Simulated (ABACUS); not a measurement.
The system is Co.

```
CELL_PARAMETERS angstrom
2.47200 0.00000 0.00000
-1.23600 2.14081 0.00000
0.00000 0.00000 4.02114
ATOMIC_POSITIONS crystal
Co 0.66667 0.33333 0.75000
Co 0.33333 0.66667 0.25000
```

Base run:

```yaml
Program: ABACUS 3.10.1
Functional: PBE
Potentials_or_basis: PseudoDojo NC SR 0.4.1 PBE standard
Cutoff: 1361 eV
Density_cutoff: 5442 eV
Basis: DZP LCAO (the cutoffs set its grid)
k_mesh: 12 × 12 × 7
Occupations: fermi-dirac, width 0.05 eV
Spin: collinear spin, ferromagnetic start
Starting_moments: "[2.0, 2.0] μB"
```

Its results: band gap on the k mesh none (metal or under the smearing width); pressure 5.6 GPa; net moment 3.24 μB per cell; site moments Co +1.62 μB.

Q: The run is repeated on the same cell with these changes: potentials or basis from PseudoDojo NC SR 0.4.1 PBE standard to PseudoDojo NC SR 0.5 PBE stringent; cutoff from 1361 eV to 1429 eV; density cutoff from 5442 eV to 5714 eV; k mesh from 12 × 12 × 7 to 11 × 11 × 6. What comes out?

A: Band gap on the k mesh none (metal or under the smearing width); pressure 4.5 GPa; net moment 3.11 μB per cell; site moments Co +1.56 μB.

Caveats: the atomic orbitals were generated for these runs and aren't a published set; the basis of atomic orbitals isn't converged, which shifts pressures, moduli and gaps.

Not every run made on this cell is shown here.
